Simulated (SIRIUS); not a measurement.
**Nd under changes of volume**

One of the cells (36.059 Å³/atom); the others are scaled copies at fixed shape and fractional positions:

```
Nd
1.0
     0.00000    2.62217    2.62217
     2.62217    0.00000    2.62217
     2.62217    2.62217    0.00000
Nd
1
Direct
  0.00000 0.00000 0.00000
```

This isn't the form of Nd at room conditions, which is double hcp.

| Property | Result |
| --- | --- |
| Program | SIRIUS 7.12.0 |
| Functional | PBE |
| Potentials or basis | all-electron FP-LAPW |
| Cutoff | 168 eV |
| Basis | apw+lo standard |
| k mesh | 9 × 9 × 9 |
| Occupations | fermi-dirac, width 0.05 eV |
| Spin | collinear spin, ferromagnetic start |
| Starting moments | [3.0] μB |

| volume (Å³/atom) | energy over the lowest point (meV/atom) | moment (μB per cell) |
| --- | --- | --- |
| 33.231 | 3.86 | 4.12 |
| 33.938 | ? | ? |
| 34.645 | 0.00 | 4.22 |
| 36.059 | 3.28 | 4.27 |
| 36.766 | 7.06 | 4.29 |
| 37.473 | 12.51 | 4.31 |

Q: What does the run at 33.938 Å³/atom give?

A: Energy over the lowest point 1.02 meV/atom; moment 4.18 μB per cell.

Worked out: A Birch-Murnaghan fit of order 3 (a polynomial in V^(-2/3)) to the other rows has its minimum at 34.68 Å³/atom with B0 = V·E''(V) = 19.4 GPa (rough, since the energies scatter). It gives 1.00 meV/atom at 33.938 Å³/atom, against the run's 1.02. A parabola through the other rows of the moment, of slope 0.0642 μB per Å³/atom there, gives 4.17 μB, against the run's 4.18.

Energies are extrapolated to zero smearing.

Caveats: the magnetic or orbital state may not be the lowest.
